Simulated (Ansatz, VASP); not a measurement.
**VN2 in VASP and in Ansatz**

```xyz
6
Lattice="-2.1465 2.1465 2.4569 2.1465 -2.1465 2.4569 2.1465 2.1465 -2.4569" Properties=species:S:1:pos:R:3 pbc="T T T"
V     0.0000    0.0000    1.2284
V     0.0000    0.0000    3.6853
N     2.6362    0.4897    0.0000
N     1.6567    0.4897    2.4569
N    -0.4897    1.6567    2.4569
N     0.4897    1.6567    0.0000
```

Alike in both runs: task single point; functional r2SCAN; k mesh 12 × 12 × 12; occupations gaussian, width 0.1 eV; no spin polarisation.

```csv
,VASP,Ansatz
version,VASP 6.6.1,Ansatz 0.2.0
potentials or method,"VASP PAW PBE potentials, release 64 (V_sv, N)","scalar-relativistic, plane waves, PAW"
plane-wave cutoff (eV),520,500
valence electrons in the cell,46,46
```

```tsv
	VASP	Ansatz	Ansatz less VASP
gap on the k mesh at the Fermi level (eV)	none	none	-
pressure (GPa)	1.5	0.0	-1.52
largest component of the traceless stress (GPa)	0.31	0.03	-0.281
rms of the force components (eV/Å)	0.036	0.000	-0.0359
```

Atom by atom the forces differ by 0.036 eV/Å (rms over components). A gap of «none» marks a metal or a gap that the smearing closes. The functional is the same, so the differences come from potentials, cutoffs and numerics.

Caveats: the PAW data sets were made with another functional, which shifts forces and pressure a little (VASP); the run has no spin polarisation, though such a crystal can be magnetic.
